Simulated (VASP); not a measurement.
Set up this calculation in VASP 6.6.1, as the native input.

* Task: single point
* Functional: HSE06
* Potentials or basis: VASP PAW PBE potentials, release 64 (In_d, P)
* Cutoff: 520 eV
* k mesh: 4 × 4 × 4
* Occupations: gaussian, width 0.01 eV
* Spin: no spin polarisation
* Dipole correction: no
* Exchange at q = 0: truncated
* Grid for exact exchange (PRECFOCK): Normal
* Screening parameter: 0.2079 1/A
* Further INCAR settings: ALGO = Normal; EDIFF = 1e-07; NBANDS = 16

The system is InP.

```xyz
2
Lattice="0.0000 2.9538 2.9538 2.9538 0.0000 2.9538 2.9538 2.9538 0.0000" Properties=species:S:1:pos:R:3 pbc="T T T"
In    0.0000    0.0000    0.0000
P     1.4769    1.4769    1.4769
```

The cell was built by a generator and needn't be a form met in nature.

These files were run (other wordings do the same):

POSCAR

```
InP
1.0
    0.0000000000      2.9537876370      2.9537876370
    2.9537876370      0.0000000000      2.9537876370
    2.9537876370      2.9537876370      0.0000000000
In P
1 1
Direct
    0.0000000000      0.0000000000      0.0000000000
    0.2500000000      0.2500000000      0.2500000000
```

INCAR.step1

```
PREC = Accurate ; ENCUT = 520
EDIFF = 1E-5 ; ISMEAR = 0
SIGMA = 0.01 ; LREAL = F
LASPH = T ; NELM = 100
ALGO = Normal ; ISIF = 2
LWAVE = T ; LCHARG = F
NBANDS = 16 ; GGA = PE
```

INCAR.step2

```
PREC = Accurate ; ENCUT = 520
EDIFF = 1E-7 ; ISMEAR = 0
SIGMA = 0.01 ; LREAL = F
LASPH = T ; NELM = 100
ALGO = Normal ; ISIF = 2
LWAVE = F ; LCHARG = F
GGA = PE ; LHFCALC = T
HFSCREEN = 0.2079 ; PRECFOCK = Normal
NBANDS = 16 ; ISTART = 1
```

KPOINTS

```
regular mesh
0
Gamma
  4 4 4
```

Potentials or basis: VASP PAW PBE potentials, release 64 (In_d, P).

The run is started by

```bash
$ cat potpaw_PBE.64/In_d/POTCAR potpaw_PBE.64/P/POTCAR > POTCAR
$ cp INCAR.step1 INCAR
$ mpirun -np 1 vasp_std > vasp.out
$ cp INCAR.step2 INCAR
$ mpirun -np 1 vasp_std > vasp.out
```

It gave:

```yaml
Pressure: -0.2 GPa
Band_gap_on_the_k_mesh: 1.39 eV, direct
```

Caveat: the k mesh is coarse (spacing up to 0.46 Å⁻¹), so the values aren't converged, least of all with exact exchange; the PAW data sets were made with another functional, which shifts forces and pressure a little; spin-orbit coupling is left out, which moves the levels of the heavy elements.

It took 2.3 min on 1 thread of Intel(R) Xeon(R) 6975P-C (Granite Rapids), with other jobs on the host, peak memory 0.28 GiB.
